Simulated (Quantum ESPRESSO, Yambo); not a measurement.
# Quasiparticle gap of InP (F-43m) in Yambo, part 2 of 2

Aim: the G0W0 gap of InP (F-43m) on PBE, step by step.

Quantum ESPRESSO 7.5 and Yambo 5.3.0; PBE and many-body steps on it, plane waves. Known limits of the many-body steps: not at the basis limit; no spin-orbit coupling; coarse k mesh.

So far. Step 2 (Ground state): The gap is direct, at Γ. Step 3 (Bands along the symmetry lines): The gap is 0.686 eV, as in the run before at this level.

**4. Empty states on the mesh, 4×4×4 mesh, 223 bands**

Level of this step: DFT, PBE, plane waves, norm-conserving pseudopotentials (Quantum ESPRESSO).

The sums over transitions need many empty states on a uniform mesh; this step solves for them.

pw.in reads:

```
&control
  calculation = 'nscf'
  prefix = 'x'
  outdir = 'o'
  pseudo_dir = 'pseudo'
/
&system
  ibrav = 0
  nat = 2
  ntyp = 2
  ecutwfc = 80.0
  nbnd = 223
  force_symmorphic = .true.
/
&electrons
  conv_thr = 1e-9
  electron_maxstep = 80
  diago_full_acc = .true.
  diago_thr_init = 5e-6
/
ATOMIC_SPECIES
  In 114.82 In.upf
  P 30.974 P.upf
CELL_PARAMETERS angstrom
  -0.0000000000 2.9343500000 2.9343500000
  2.9343500000 -0.0000000000 2.9343500000
  2.9343500000 2.9343500000 -0.0000000000
ATOMIC_POSITIONS crystal
  In 0.0000000000 0.0000000000 0.0000000000
  P 0.2500000000 0.2500000000 0.2500000000
K_POINTS automatic
  4 4 4 0 0 0
```

The run is started by

```
$ OMP_NUM_THREADS=1 mpirun -n 8 pw.x -nk 4 -in pw.in > pw.out
```

Output:

```text
[banner, memory and clock lines left out]
Program PWSCF v.7.5 starts

     Atomic positions and unit cell read from directory:
     o/x.save/

     Message from routine setup:
     using ibrav=0 with symmetry is DISCOURAGED, use correct ibrav instead

     bravais-lattice index     =            0
     lattice parameter (alat)  =       7.8420  a.u.
     unit-cell volume          =     341.0062 (a.u.)^3
     number of atoms/cell      =            2
     number of atomic types    =            2
     number of electrons       =        26.00
     number of Kohn-Sham states=          223
     kinetic-energy cutoff     =      80.0000  Ry
     charge density cutoff     =     320.0000  Ry
     Exchange-correlation= PBE
                           (   1   4   3   4   0   0   0)

     celldm(1)=   7.841981  celldm(2)=   0.000000  celldm(3)=   0.000000
     celldm(4)=   0.000000  celldm(5)=   0.000000  celldm(6)=   0.000000

     crystal axes: (cart. coord. in units of alat)
               a(1) = (  -0.000000   0.707107   0.707107 )
               a(2) = (   0.707107  -0.000000   0.707107 )
               a(3) = (   0.707107   0.707107  -0.000000 )

     reciprocal axes: (cart. coord. in units 2 pi/alat)
               b(1) = ( -0.707107  0.707107  0.707107 )
               b(2) = (  0.707107 -0.707107  0.707107 )
               b(3) = (  0.707107  0.707107 -0.707107 )
     Pseudo is Norm-conserving + core correction, Zval = 21.0
     Generated using ONCVPSP code by D. R. Hamann
     Using radial grid of 1964 points,  6 beta functions with:
     Pseudo is Norm-conserving + core correction, Zval =  5.0
     Generated using ONCVPSP code by D. R. Hamann
     Using radial grid of 1298 points,  6 beta functions with:
     In               21.00   114.82000     In( 1.00)
     P                 5.00    30.97400     P ( 1.00)

     24 Sym. Ops. (no inversion) found

   Cartesian axes

     site n.     atom                  positions (alat units)
         1        In     tau(   1) = (   0.0000000   0.0000000   0.0000000  )
         2        P      tau(   2) = (   0.3535534   0.3535534   0.3535534  )

     number of k points=     8
                       cart. coord. in units 2pi/alat
        k(    1) = (   0.0000000   0.0000000   0.0000000), wk =   0.0312500
        k(    2) = (   0.1767767   0.1767767  -0.1767767), wk =   0.2500000
        k(    3) = (  -0.3535534  -0.3535534   0.3535534), wk =   0.1250000
[...]
k(    7) = (  -0.7071068   0.0000000   0.0000000), wk =   0.0937500
        k(    8) = (  -0.7071068   0.3535534   0.0000000), wk =   0.1875000

     Dense  grid:    33079 G-vectors     FFT dimensions: (  45,  45,  45)

     The potential is recalculated from file :
     o/x.save/charge-density

     Starting wfcs are   17 randomized atomic wfcs +  206 random wfcs

     Band Structure Calculation

     End of band structure calculation

          k = 0.0000 0.0000 0.0000 (  4111 PWs)   bands (ev):

  -106.7657 -65.2427 -65.2427 -65.2427  -5.9358  -5.9358  -5.9358  -5.7871
    -5.7871  -3.2311   8.2604   8.2604   8.2604   8.9469  12.3492  12.3492
    12.3492  16.8336  17.6674  17.6674  19.4792  19.4792  19.4792  22.1665
[...]
[... 16 further rows ...]
[...]
150.0285 150.1521 150.1521 150.1521 150.4515 150.4515 150.9257

          k = 0.1768 0.1768-0.1768 (  4122 PWs)   bands (ev):

[...]
[... 16 further rows ...]
[...]
147.3587 147.6374 147.6374 148.3180 148.6842 148.6842 149.7854

          k =-0.3536-0.3536 0.3536 (  4140 PWs)   bands (ev):

[...]
64.4159  66.7542  66.7542  66.8024  67.0517  67.0517  68.1622  68.8442
     [... 16 further rows ...]
   141.3483 141.5629 142.6079 143.1072 143.1072 143.9625 143.9625 144.2150
   144.8075 144.8075 147.6443 147.6443 147.7350 148.0223 148.3260

          k = 0.3536 0.0000 0.0000 (  4088 PWs)   bands (ev):

     [... further k-points ...]

     highest occupied, lowest unoccupied level (ev):     8.2604    8.9469

     XML data file, pseudopotentials, collected wavefunctions
```

Elapsed: 6.8 s, on 8 MPI ranks of Intel Xeon 6975P-C (Granite Rapids), shared host; peak memory 0.79 GiB; 52 s of CPU time.

This step gave:

- gap: 0.6864 eV
- k of the valence top: 0, 0, 0
- k of the conduction bottom: 0, 0, 0
- least direct gap: 0.6864 eV
- k points computed: 8
- lowest point of the top converged band, above the valence top: 139.4918 eV

On this mesh the gap is 0.686 eV.

**5. Conversion and set-up**

This step: Yambo 5.3.0; conversion and set-up on PBE, plane waves, norm-conserving pseudopotentials.

The states are converted to the many-body program's format and the q mesh is built.

The run is started by

```
$ (cd o/x.save; p2y > p2y.log; mv SAVE ../..); yambo > setup.log
```

Output:

```text
 Yambo, version 5.3.0

 [02] CORE Variables Setup
 =========================

  [02.01] Unit cells
  ==================

  Cell kind             :  FCC
  Atoms in the cell     :  In  P
  number of In atoms    :  1
  number of P  atoms    :  1

  List of atomic masses
  Mass of In    :  114.8200
  Mass of P     :  30.97400

  List of atomic coordinates    : [cc]
  In1       :  0.000000  0.000000  0.000000  order 1
  P1       :  2.772559  2.772559  2.772559  order 2

  Alat factors          :  5.545118  5.545118  5.545118 [a.u.]
  Direct lattice volume :  341.0062 [a.u.]
  Direct lattice vectors:  A[ 1 ]  A[ 2 ]  A[ 3 ]
   A[ 1 ]: -0.000000  1.000000  1.000000  [iru]
  -0.000000  5.545118  5.545118  [cc]
   A[ 2 ]:  1.000000 -0.000000  1.000000  [iru]
   5.545118 -0.000000  5.545118  [cc]
   A[ 3 ]:  1.000000  1.000000 -0.000000  [iru]
   5.545118  5.545118 -0.000000  [cc]

  Recip. lattice volume :  0.727407 [a.u.]
  Recip. lattice vectors:  B[ 1 ]  B[ 2 ]  B[ 3 ]
   B[ 1 ]: -0.500000  0.500000  0.500000  [iku]
  -0.566551  0.566551  0.566551  [cc]
   B[ 2 ]:  0.500000 -0.500000  0.500000  [iku]
   0.566551 -0.566551  0.566551  [cc]
   B[ 3 ]:  0.500000  0.500000 -0.500000  [iku]
   0.566551  0.566551 -0.566551  [cc]

  [02.02] Symmetries
  ==================

  Inversion symmetry    : yes
  Spatial inversion     : no
  Inversion index       :  25
  K-space Time-reversal : yes
  Magnetic symmetries   : no
  Time-reversal derived K-space symmetries:   25   48
  Group table correct   : yes
  Symmetries units      :  [cc]

   [S  1]:   1.0000     -0.16705E-16 -0.16705E-16 -0.16705E-16   1.0000      0.16705E-16  0.16705E-16  0.16705E-16   1.0000
   [S  2]:  -1.0000      0.16705E-16 -0.16705E-16  0.16705E-16  -1.0000      0.16705E-16 -0.16705E-16 -0.16705E-16   1.0000
   [S  3]:  -1.0000     -0.16705E-16  0.16705E-16  0.16705E-16   1.0000     -0.16705E-16 -0.16705E-16  0.16705E-16  -1.0000
[...]
[S  9]: -0.16705E-16   1.0000     -0.16705E-16  0.16705E-16 -0.16705E-16   1.0000       1.0000      0.16705E-16  0.16705E-16
   [S 10]: -0.16705E-16  -1.0000      0.16705E-16  0.16705E-16  0.16705E-16  -1.0000       1.0000     -0.16705E-16 -0.16705E-16
     [... 36 further rows ...]
   [S*47]:   1.0000     -0.16705E-16  0.16705E-16 -0.16705E-16  0.16705E-16  -1.0000      0.16705E-16   1.0000     -0.16705E-16
   [S*48]:   1.0000      0.16705E-16 -0.16705E-16 -0.16705E-16 -0.16705E-16   1.0000      0.16705E-16  -1.0000      0.16705E-16

  [02.03] Reciprocal space
  ========================

  nG shells         :   335
  nG charge         :   33079
  nG WFs            :   4987
  nC WFs            :   4140
  G-vecs. in first 33 shells:  [ Number ]
     1    9   15   27   51   59   65   89  113
    137   169   181   229   259   283   307   331   339
    387   411   459   531   537   561   609   645   701
    725   749   821   869   893   941
  ...
[...]
K/Q-points units:
  rlu = crystal or reduced units; cc = cartesian coordinates; iku = interal k-units

  K [1]          [rlu]:  0.000000  0.000000  0.000000
         WF components:   4111
  K [2]          [rlu]:  0.59653E-17  0.59653E-17  0.25000
         WF components:   4122
  K [3]          [rlu]: -0.11931E-16 -0.11931E-16 -0.50000
         WF components:   4140
  K [4]          [rlu]:  0.20327E-17  0.25000      0.25000
         WF components:   4088
  K [5]          [rlu]: -0.17896E-16  0.25000     -0.50000
         WF components:   4121
  [... 2 further k-points ...]
  K [8]          [rlu]:  0.250000 -0.500000 -0.250000
         WF components:   4128

  [02.05] Energies & Occupations
  ==============================

  [X] === General ===
  [X] Electronic Temperature                        :  0.000000  0.000000 [eV K]
  [X] Bosonic    Temperature                        :  0.000000  0.000000 [eV K]
  [X] Finite Temperature mode                       : no
  [X] El. density                                   :  0.51453E+24 [cm-3]
  [X] Fermi Level                                   :  8.260446 [eV]

  [X] === Gaps and Widths ===
  [X] Conduction Band Min                           :  0.686429 [eV]
  [X] Valence Band Max                              :  0.000000 [eV]
  [X] Filled Bands                                  :  13
  [X] Empty Bands                                   :   14  223
  [X] Direct Gap                                    :  0.686429 [eV]
  [X] Direct Gap localized at k                     :  1
  [X] Indirect Gap                                  :  0.686429 [eV]
  [X] Indirect Gap between kpts                     :  1  1
  [X] Last valence band width                       :  2.892736 [eV]
  [X] 1st conduction band width                     :  3.606219 [eV]

  E @ K [1]:  [eV]
  -115.0261  -73.5032  -73.5032  -73.5032  -14.1962  -14.1962  -14.1962  -14.0476
   -14.0476     -11.4915    -0.149563E-8 -0.148236E-8   0.00000     0.686429      4.08873      4.08873
    4.08873   8.57316   9.40696   9.40696  11.21876  11.21876  11.21876  13.90602
[...]
occ @ K [1]
[...]
E @ K [2]:  [eV]
[...]
occ @ K [2]
[...]
E @ K [3]:  [eV]
[...]
occ @ K [3]
[...]
E @ K [4]:  [eV]
[...]
occ @ K [4]
[...]
E @ K [5]:  [eV]
[...]
occ @ K [5]
[...]
[... 2 further k-points ...]
  E @ K [8]:  [eV]
[...]
occ @ K [8]
[...]
0.000000  0.000000  0.000000  0.000000  0.000000  0.000000  0.000000  0.000000
   0.000000  0.000000  0.000000  0.000000  0.000000  0.000000  0.000000  0.000000

 [03] Transferred momenta grid and indexing
 ==========================================

 IBZ Q-points                                      :   8
 BZ  Q-points                                      :   64

 K/Q-points units:
 rlu = crystal or reduced units; cc = cartesian coordinates; iku = interal k-units

 Q [1]          [rlu]:  0.000000  0.000000  0.000000
 Q [2]          [rlu]:  0.92257E-17  0.92257E-17  0.25000
 Q [3]          [rlu]: -0.18451E-16 -0.18451E-16 -0.50000
[...]
Q [7]          [rlu]: -0.40653E-17 -0.50000     -0.50000
 Q [8]          [rlu]:  0.250000 -0.500000 -0.250000

  [03.01] X indexes
  =================

   [03.01.01] Sigma indexes
   ========================

 [06] Game Over & Game summary
```

It took 2.7 s on 1 MPI rank; peak memory 0.25 GiB.

**6. Screening and self-energy, 4×4×4 mesh, 223 bands, screening to 210.9 eV**

G0W0 replaces the xc potential by the self-energy, built once from these orbitals. Only a window of levels is corrected, while the sums run over the empty bands that the input names.

This step: G0W0 on PBE, plane waves, norm-conserving pseudopotentials.

gw1.in reads:

```
HF_and_locXC
gw0
dyson
ppa
em1d
rim_cut
RandQpts= 1000000
RandGvec= 1 RL
EXXRLvcs= 80 Ry
VXCRLvcs= 320 Ry
Chimod= "HARTREE"
% BndsRnXp
 1 | 223 |
%
NGsBlkXp= 15.5 Ry
% LongDrXp
 1 | 1 | 1 |
%
% GbndRnge
 1 | 223 |
%
DysSolver= "n"
ExtendOut
PPAPntXp= 27.21138 eV
% QPkrange
 1 | 1 | 12 | 15 |
%
```

The run is started by

```
$ OMP_NUM_THREADS=1 mpirun -n 8 yambo -F gw1.in -J gw1 -C gw1 > gw1.log
```

Output:

```text
 Yambo, version 5.3.0

 [02] CORE Variables Setup
 =========================

  [... cell, symmetries and grids as in the set-up ...]

  [02.05] Energies & Occupations
  ==============================

  [X] === General ===
  [X] Electronic Temperature                        :  0.000000  0.000000 [eV K]
  [X] Bosonic    Temperature                        :  0.000000  0.000000 [eV K]
  [X] Finite Temperature mode                       : no
  [X] El. density                                   :  0.51453E+24 [cm-3]
  [X] Fermi Level                                   :  8.260446 [eV]

  [X] === Gaps and Widths ===
  [X] Conduction Band Min                           :  0.686429 [eV]
  [X] Valence Band Max                              :  0.000000 [eV]
  [X] Filled Bands                                  :  13
  [X] Empty Bands                                   :   14  223
  [X] Direct Gap                                    :  0.686429 [eV]
  [X] Direct Gap localized at k                     :  1
  [X] Indirect Gap                                  :  0.686429 [eV]
  [X] Indirect Gap between kpts                     :  1  1
  [X] Last valence band width                       :  2.892736 [eV]
  [X] 1st conduction band width                     :  3.606219 [eV]

 [03] Transferred momenta grid and indexing
 ==========================================

 IBZ Q-points                                      :   8
 BZ  Q-points                                      :   64

 K/Q-points units:
 rlu = crystal or reduced units; cc = cartesian coordinates; iku = interal k-units

 Q [1]          [rlu]:  0.000000  0.000000  0.000000
 Q [2]          [rlu]:  0.92257E-17  0.92257E-17  0.25000
 Q [3]          [rlu]: -0.18451E-16 -0.18451E-16 -0.50000
 Q [4]          [rlu]:  0.20327E-17  0.25000      0.25000
 Q [5]          [rlu]: -0.25051E-16  0.25000      0.50000
 Q [6]          [rlu]: -0.73963E-16  0.25000     -0.25000
 Q [7]          [rlu]: -0.40653E-17 -0.50000     -0.50000
 Q [8]          [rlu]:  0.250000 -0.500000 -0.250000

 [04] Coloumb potential Random Integration (RIM)
 ===============================================

  [04.01] RIM initialization
  ==========================

  * Diagonal components only detected *

  8 x (sBL volume)        :  0.090926 [a.u.]
  sBZ random points       :  1000000
  Points outside the sBZ  :   7987327
  RL volume               :  0.727407 [a.u.]
  Integrated volume       :  0.728561 [a.u.]

  [04.02] RIM integrals
  =====================

  Gamma point sphere radius             :  0.081567 [a.u.]
  Points outside the sphere             :   799513
  [Int_sBZ(q=0) 1/q^2]*(Vol_sBZ)^(-1/3) =:  7.764325
                                 should be <:  7.795600

  Summary of Coulomb integrals for non-metallic bands |Q|[au] RIM/Bare

  Q [1] 0.100000E-4 0.995988 * Q [2] 0.245324 1.066027
  Q [4] 0.283276 1.064776 * Q [6] 0.400612 1.027388
  Q [5] 0.469759 1.020443 * Q [3] 0.490648 1.018189
  Q [7] 0.566551 1.014848 * Q [8] 0.633423 1.011845

 [05] Dipoles
 ============

  [05.01] Setup: observables and procedures
  =========================================

 [06] Dynamic Dielectric Matrix (PPA)
 ====================================

 [SLK-Inversion]  Pools        :  2
 [SLK-Inversion]  BLACS grid   :  2  2

 [WR./gw1//ndb.pp]---------------------------------------------------------------
  Brillouin Zone Q/K grids (IBZ/BZ)                :    8   64    8   64
  RL vectors                                       :   5029 [WF]
  Coulomb cutoff potential                         : none
  Electronic Temperature                           :  0.000000 [K]
  Bosonic    Temperature                           :  0.000000 [K]
  PPA    diel. fun.  energies                      : Perdew, Burke & Ernzerhof(X)+Perdew, Burke & Ernzerhof(C)
  wavefunctions                                    : Perdew, Burke & Ernzerhof(X)+Perdew, Burke & Ernzerhof(C)
  Global Gauge                                     : length
  X matrix size                                    :   387
  X band range                                     :    1  223
  X e/h energy range                               : -1.000000 -1.000000 [eV]
  X Time ordering                                  : R
  X Hxc Kernel                                     : HARTREE
  X Drude frequency                                :  0.000000  0.000000
  X poles                                          :  100.0000 [o/o]
  RL vectors in the sum                            :   5029
  [r,Vnl] included                                 : yes
  Field direction                                  :  0.577350E-5  0.577350E-5  0.577350E-5
  BZ energy Double Grid                            : no
  BZ energy DbGd points                            : 0
  BZ Q point size factor                           : -1.000000
  X Optical Averaged directions                    : none

 [07] Local Exchange-Correlation + Non-Local Fock
 ================================================

 [VXC] Plane waves :   33079
 [EXS] Plane waves :   4279

 QP @ state[ 1 ] K range:  1  1
 QP @ state[ 1 ] b range:  12  15

 [xc] Functional : Perdew, Burke & Ernzerhof(X)+Perdew, Burke & Ernzerhof(C)
 [xc] LIBXC used to calculate xc functional
  PP Number of Atomic Species                      :  2
  NLCC RL compoments                               :   33079
  PP Number of Atomic Species                      :  2
  NLCC RL compoments                               :   33079

 [xc] E_xc :  -18.18593 [Ha]
      E_xc :  -36.37186 [Ry]

  Local XC kind (lXC) : Perdew, Burke & Ernzerhof(X)+Perdew, Burke & Ernzerhof(C)
  Non-Local XC kind (nlXC) : Hartree-Fock

  Corrections @ K [1] :  [eV]
 <12|nlXC|12> = -14.70522  0.91390E-17 <12|lXC|12> = -12.90482  0.000000
 <13|nlXC|13> = -14.70536  0.46455E-17 <13|lXC|13> = -12.90482  0.000000
 <14|nlXC|14> = -7.812628  0.48392E-17 <14|lXC|14> = -11.73024 -0.75527E-15
 <15|nlXC|15> = -6.358377 -0.45710E-18 <15|lXC|15> = -10.77631 -0.94408E-16

 [08] Dyson equation: Newton solver
 ==================================

  [08.01] G0W0 (W PPA)
  ====================

  [  GW  ] Bands range     :    1  223
  [GW/PPA] G damping       :  0.100000 [eV]

  QP @ state[ 1 ] K range:  1  1
  QP @ state[ 1 ] b range:  12  15

   Sc/G bands                                       :    1  223
   Sc/G damping                                     :  0.100000 ev
   Sc bands terminator                              : no
   Sx RL components                                 :   4279

   QP @ state[ 1 ] K range                          :  1  1
   QP @ state[ 1 ] b range                          :  12  15
   GF energies kind                                 : Perdew, Burke & Ernzerhof(X)+Perdew, Burke & Ernzerhof(C)
   GF WF`s kind                                     : Perdew, Burke & Ernzerhof(X)+Perdew, Burke & Ernzerhof(C)
   Xs energies kind                                 : Perdew, Burke & Ernzerhof(X)+Perdew, Burke & Ernzerhof(C)
   Xs WF`s kind                                     : Perdew, Burke & Ernzerhof(X)+Perdew, Burke & Ernzerhof(C)

 [11] Game Over & Game summary
```

Elapsed: 3 min, on 8 MPI ranks; peak memory 3.9 GiB.

Numbers from this step:

```yaml
g0w0_gap_on_the_points_computed: 1.383 eV
starting_gap_on_the_mesh: 0.6864 eV
k_of_the_valence_top: 0, 0, 0
k_of_the_conduction_bottom: 0, 0, 0
least_direct_g0w0_gap_on_the_computed_points: 1.383 eV
z_at_the_valence_top: 0.7800
z_at_the_conduction_bottom: 0.7936
```

The gap on the mesh goes from 0.69 eV to 1.38 eV, a correction of +0.70 eV.

Limits: finite bands, cutoff and mesh; no spin-orbit coupling; coarse k mesh. v1 is the top filled band, c1 the lowest empty one. The levels before and after the correction (eV, zero at the valence-band top of each column):

```csv
,conduction bottom,valence top
Kohn-Sham,0.69,0.00
G0W0,1.38,0.00
```

```csv
,level,energy (eV)
Kohn-Sham,Γ v2-v1,0.000
Kohn-Sham,Γ c1,0.686
Kohn-Sham,Γ c2,4.089
G0W0,Γ v2-v1,0.000
G0W0,Γ c1,1.383
G0W0,Γ c2,4.896
```

**7. Where the time went**

Times are wall times on the hardware named with each run, good to a factor of about two.

```csv
step,time,share,memory (GiB)
ground state,2.8 s,1 %,0.59
bands along the symmetry lines,2.5 s,1 %,0.52
empty states on the mesh,6.8 s,3 %,0.79
conversion and set-up,2.7 s,1 %,0.25
screening and self-energy,3 min,92 %,3.9
```

**8. Results**

```
PBE gap              : 0.69 eV, direct
G0W0 gap on the mesh : 1.38 eV
GW settings          : 4×4×4 mesh, 223 bands, screening to 210.9 eV, Godby-Needs plasmon pole
known limits         : not at the basis limit; no spin-orbit coupling; coarse k mesh
```

G0W0 moves the gap on the mesh from 0.69 eV to 1.38 eV (+0.70 eV), with Z of 0.78 and 0.79 at the edges. Only 1 of the mesh's irreducible points was corrected, so a valley elsewhere could overtake. The dearest step here is «screening and self-energy». Bands and cutoff are finite, so the gap is not at the basis limit. The miss can reach some tenths of an eV and take either sign; the mesh is an error of its own. In the G0W0 run levels were corrected at 1 k point alone, so a gap called «on the mesh» is the least over those, and an edge elsewhere would be missed. The 4×4×4 mesh is coarse for this cell, which bears on the long-range parts of exchange and screening. The many-body steps are scalar-relativistic: spin-orbit coupling is not in them.

[Paths, hosts, dates, memory and timing lines, banners, echoed tables and standing remarks are left out of the program output.]

[Logs are printed without paths, hosts, clocks, repeated set-up lines and the standing remarks that a program may print on its own settings, such as how far it seeks lower states.]

[Runs of the session that timed out or met a known fault of the program may be left out.]

[Hosts, paths, dates, database ids (printed as entryN), source tags and the programs' standing remarks are cut or masked in the printed files.]
